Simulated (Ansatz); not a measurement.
## Li2S under pressure

Computed with Ansatz 0.2.0, DFT PBE, scalar-relativistic, plane waves, PAW. Cutoff 420 eV, 8×8×8 k-points (Γ-centred), fixed occupations. No spin polarisation. Phonons by linear response, acoustic sum rule imposed.

The cell, relaxed at this level:
```xyz
3
Lattice="0.0000 2.8529 2.8529 2.8529 0.0000 2.8529 2.8529 2.8529 0.0000" Properties=species:S:1:pos:R:3 pbc="T T T"
Li    1.4264    1.4264    1.4264
Li    4.2793    4.2793    4.2793
S     0.0000    0.0000    0.0000
```

Problem. The cell is relaxed again at 7 and 18 and 35 and 40 GPa. How do volume, gap and optical modes at Γ (cm⁻¹, counted from the lowest optical one; a degenerate one stands once) change?

Solution.
|  | 0 GPa | 7 GPa | 18 GPa | 35 GPa | 40 GPa |
| --- | --- | --- | --- | --- | --- |
| V/V0 | 1.000 | 0.875 | 0.767 | 0.671 | 0.650 |
| gap (eV) | 3.39 | 3.28 | 3.10 | 2.84 | 2.77 |
| ε∞, mean | 3.87 | 3.99 | 4.14 | 4.35 | 4.41 |
| mode 1 | 319 | 402 | 491 | 589 | 614 |
| mode 4 | 372 | 439 | 515 | 603 | 625 |